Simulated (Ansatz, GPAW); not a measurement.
This is a calculation of Ir (Iridium) for GPAW 26.7.0 (ASE script). 

run.py

```python
from ase import Atoms
from ase.dft.bandgap import bandgap
from ase.io import write
from ase.units import GPa
from gpaw import GPAW, PW

atoms = Atoms(['Ir'],
              cell=[[0.0, 1.9156, 1.9156],
                    [1.9156, 0.0, 1.9156],
                    [1.9156, 1.9156, 0.0]],
              scaled_positions=[[0.0, 0.0, 0.0]],
              pbc=True)

calc = GPAW(mode=PW(600),
            xc='PBE',
            kpts={'size': (12, 12, 12), 'gamma': True},
            occupations={'name': 'methfessel-paxton', 'order': 0, 'width': 0.02},
            nbands=16,
            convergence={'density': 1e-05, 'energy': 1e-05},
            maxiter=150,
            txt='gpaw.txt')
atoms.calc = calc
energy = atoms.get_potential_energy()
forces = atoms.get_forces()
stress = atoms.get_stress()
calc.write('gs.gpw')
write('result.traj', atoms)
print(f'Energy: {energy:.6f} eV')
print('Forces (eV/A):')
print(forces.round(4))
print('Stress (GPa):', (stress / GPa).round(3))
print('Fermi level:', round(calc.get_fermi_level(), 4), 'eV')
print(f'Gap: {bandgap(calc)[0]:.4f} eV, direct: {bandgap(calc, direct=True)[0]:.4f} eV')
```

Potentials or basis: GPAW PAW data sets (gpaw-data 1.2.1), pw.

Launch:

```console
$ OMP_NUM_THREADS=1 python run.py
```

What does the same run look like in Ansatz 0.2.0? Potentials or basis there: Ansatz PAW, cutoff 420 eV.

As run (cutoffs and basis follow the program's own potentials, and thresholds, step limits or extra output files can differ):

input.yaml

```yaml
crystal:
  lattice:
    - [0.0, 1.9156, 1.9156]
    - [1.9156, 0.0, 1.9156]
    - [1.9156, 1.9156, 0.0]
  atoms:
    - { symbol: Ir, position: [0.0, 0.0, 0.0] }
hamiltonian:
  xc: pbe
  pseudopotentials: { kind: paw }
kpoints:
  mp_grid: { grid: [12, 12, 12] }
scf:
  occupations: { method: gaussian, width: 0.02 }
output:
  forces: true
  stress: true
  eigenvalues: true
```

Potentials or basis: Ansatz PAW.

Launch:

```bash
$ ansatz run input.yaml --threads 2 --pin off --max-ram 5632MiB --backend cpu --events-out ev --progress --plain --runs-dir out
```

Both were run:

|  | GPAW | Ansatz |
| --- | --- | --- |
| Pressure | 9.8 GPa | 11.1 GPa |

Ansatz's pressure holds a Pulay term of +0.09 GPa for its cutoff of 420 eV, which the other run lacks.

The potentials hold 15 and 17 valence electrons a cell.

Where Ansatz's input types no cutoff or centring, it takes its own default and a Γ-centred mesh.

The two runs disagree by more than potentials and bases usually give (in gap, levels, pressure or energy); the cause wasn't traced.

Pressure is positive in compression.
